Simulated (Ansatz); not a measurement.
# Deforming PbS

```yaml
crystal:
  lattice:
    - [2.94050, -2.90000, 0.00000]
    - [2.94050, 2.90000, 0.00000]
    - [-1.08005, 0.00000, 11.70929]
  atoms:
    - { symbol: Pb, position: [0.77560, 0.77560, 0.63638] }
    - { symbol: Pb, position: [0.22440, 0.22440, 0.36362] }
    - { symbol: S, position: [0.26840, 0.26840, 0.59860] }
    - { symbol: S, position: [0.73160, 0.73160, 0.40140] }
```

Atom numbers follow the list: Pb1, Pb2, S3, S4.

The cell is COD entry 2106944, as deposited and not checked against the literature; nothing was relaxed.

Spin–orbit coupling is left out, though it moves levels of the heavy atoms by tenths of an eV or more.

Computed with DFT, PBE, all-electron PAW with datasets made for the crystal, scalar-relativistic in Ansatz 0.2.0.

Numerical set-up: a Γ-centred 7×7×3 k mesh, Fermi–Dirac smearing of 0.01 eV, cutoff 240 eV (chosen by the program for this cell), no spin polarisation.

The unchanged cell is at 0.27 GPa.

x, y and z are the Cartesian axes of the cell as listed; fractional coordinates follow a strain, and an engineering shear is twice the off-diagonal strain component.

(1) One change gave: energy change +1 meV/atom; stress change (xx, yy, zz, yz, xz, xy) 0.00, 0.00, 0.00, 0.11, 0.11, 0.23 GPa, compression positive; change of the force on S3 (0.053, 0.053, 0.000) eV/Å; gap on the k mesh 1.27 → 1.27 eV. Which change was it?
A. equal xy, yz and zx engineering shear strains of -3 %
B. equal xy, yz and zx engineering shear strains of -1 %
C. equal xy, yz and zx engineering shear strains of +3 %
D. equal xy, yz and zx engineering shear strains of -2 %
E. equal xy, yz and zx engineering shear strains of +1 %
F. equal xy, yz and zx engineering shear strains of +2 %

## Answers

(1) D. For equal xy, yz and zx engineering shear strains of -3 %: energy change +3 meV/atom; stress change (xx, yy, zz, yz, xz, xy) 0.00, 0.00, 0.00, 0.16, 0.16, 0.34 GPa, compression positive; change of the force on S3 (0.077, 0.077, 0.000) eV/Å; gap on the k mesh 1.27 → 1.25 eV. For equal xy, yz and zx engineering shear strains of -1 %: energy change under 1 meV/atom; stress change (xx, yy, zz, yz, xz, xy) 0.00, 0.00, 0.00, 0.05, 0.05, 0.12 GPa, compression positive; change of the force on S3 (0.027, 0.027, 0.000) eV/Å; gap on the k mesh 1.27 → 1.27 eV. For equal xy, yz and zx engineering shear strains of +2 %: energy change +2 meV/atom; stress change (xx, yy, zz, yz, xz, xy) 0.00, 0.00, 0.00, -0.11, -0.11, -0.23 GPa, compression positive; change of the force on S3 (-0.057, -0.057, 0.000) eV/Å; gap on the k mesh 1.27 → 1.27 eV. For equal xy, yz and zx engineering shear strains of +1 %: energy change under 1 meV/atom; stress change (xx, yy, zz, yz, xz, xy) 0.00, 0.00, 0.00, -0.06, -0.06, -0.12 GPa, compression positive; change of the force on S3 (-0.028, -0.028, 0.000) eV/Å; gap on the k mesh 1.27 → 1.27 eV. For equal xy, yz and zx engineering shear strains of +3 %: energy change +3 meV/atom; stress change (xx, yy, zz, yz, xz, xy) 0.00, 0.00, 0.00, -0.17, -0.17, -0.35 GPa, compression positive; change of the force on S3 (-0.087, -0.088, 0.000) eV/Å; gap on the k mesh 1.27 → 1.25 eV.
